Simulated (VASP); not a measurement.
Crystal: Ti.

```xyz
1
Lattice="-1.6410 1.6410 1.6410 1.6410 -1.6410 1.6410 1.6410 1.6410 -1.6410" Properties=species:S:1:pos:R:3 pbc="T T T"
Ti    0.0000    0.0000    0.0000
```

This isn't the form of Ti at room conditions, which is hcp.

| Quantity | Value |
| --- | --- |
| Program | VASP 6.6.1 |
| Task | relaxation of cell and atoms |
| Functional | LDA |
| Potentials or basis | VASP PAW LDA potentials, release 64 (Ti_sv) |
| Cutoff | 600 eV |
| k mesh | 10 × 10 × 10 |
| Occupations | fermi-dirac, width 0.05 eV |
| Spin | no spin polarisation |

At the start: pressure -10.9 GPa; volume 17.68 Å³/atom.

Task: How do energy, volume and symmetry change on relaxing?

Result: Over 3 steps the energy falls by 68.5 meV/atom and the volume is 15.83 Å³/atom (-10.5 %); space group Im-3m (No. 229, to 0.05 Å).

The path:
```csv
step,energy change (eV),largest force (eV/Å),pressure (GPa),volume (Å³)
1,0.0000,0.0000,-10.89,17.68
2,-0.0405,0.0000,8.96,14.78
3,-0.0685,0.0000,0.02,15.83
```

Final structure:
```
Ti
1.0
    -1.58165    1.58165    1.58165
     1.58165   -1.58165    1.58165
     1.58165    1.58165   -1.58165
Ti
1
Direct
  0.00000 0.00000 0.00000
```

Caveat: the volume moved by -10 % from the deposited cell, more than functionals usually miss.
